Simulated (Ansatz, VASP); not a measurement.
**Two plane-wave programs on Hf**

```
Hf
1.0
     3.19670    0.00000    0.00000
    -1.59835    2.76842    0.00000
     0.00000    0.00000    5.05780
Hf
2
Direct
  0.33333 0.66667 0.25000
  0.66667 0.33333 0.75000
```

Alike in both runs: functional PBE; k mesh 12 × 12 × 7; occupations fermi-dirac, width 0.05 eV; no spin polarisation.

Ansatz relaxed the structure, and its values are those at the end. VASP's run is a single point on that final structure, the one shown.

|  | VASP | Ansatz |
| --- | --- | --- |
| version | VASP 6.6.1 | Ansatz 0.2.0 |
| potentials or method | VASP PAW PBE potentials, release 64 (Hf_pv) | plane-wave PAW, scalar-relativistic |
| plane-wave cutoff (eV) | 520 | 420 |
| valence electrons in the cell | 20 | 52 |

Ansatz gave:

| Item | Value |
| --- | --- |
| pressure (GPa) | 0.8 |

**Question.** Which values does VASP return?

**Answer.** Pressure (GPa): 0.4.

The two sets of potentials don't hold the same shells in valence. Ansatz warned: «gradients_without_spin_orbit».

Spin-orbit coupling is left out, which matters for the levels of Hf.
